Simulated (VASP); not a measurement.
A run of VASP 6.6.1:

File INCAR:

```
SYSTEM = InP
  ALGO = Normal
  EDIFF = 1E-7
  EDIFFG = -0.01
  ENCUT = 600
  IBRION = 2
  ISIF = 2
  ISMEAR = 0
  LASPH = .True.
  LCHARG = .False.
  LMIXTAU = .True.
  LREAL = .False.
  LWAVE = .False.
  METAGGA = R2SCAN
  NELM = 80
  NSW = 40
  PREC = Accurate
  SIGMA = 0.03
```

KPOINTS

```
k-points
0
Gamma
  8 8 8
  0 0 0
```

POSCAR

```
InP                                     
1.0
   -0.0000000000      2.9911811194      2.9911811194
    2.9911811194     -0.0000000000      2.9911811194
    2.9911811194      2.9911811194      0.0000000000
  In              P             
     1     1
Direct
     0.0000000000000000    0.0000000000000000    0.0000000000000000
     0.2500000000000000    0.2500000000000000    0.2500000000000000
```

Potentials or basis: VASP PAW PBE potentials, release 64 (In_d, P).

Launch:

```console
$ cat potpaw_PBE.64/In_d/POTCAR potpaw_PBE.64/P/POTCAR > POTCAR
$ mpirun -np 1 vasp_std > vasp.out
```

Hardware: 1 thread of Intel(R) Xeon(R) Platinum 8375C CPU @ 2.90GHz (Ice Lake), with other jobs on the host.

Question: Estimate the wall time of this run.

Answer: Wall time 3.3 min on 1 thread of Intel(R) Xeon(R) Platinum 8375C CPU @ 2.90GHz (Ice Lake) (shared host), peak memory 0.22 GiB. Counts: scf iterations 21, k points 29, ion steps 1.
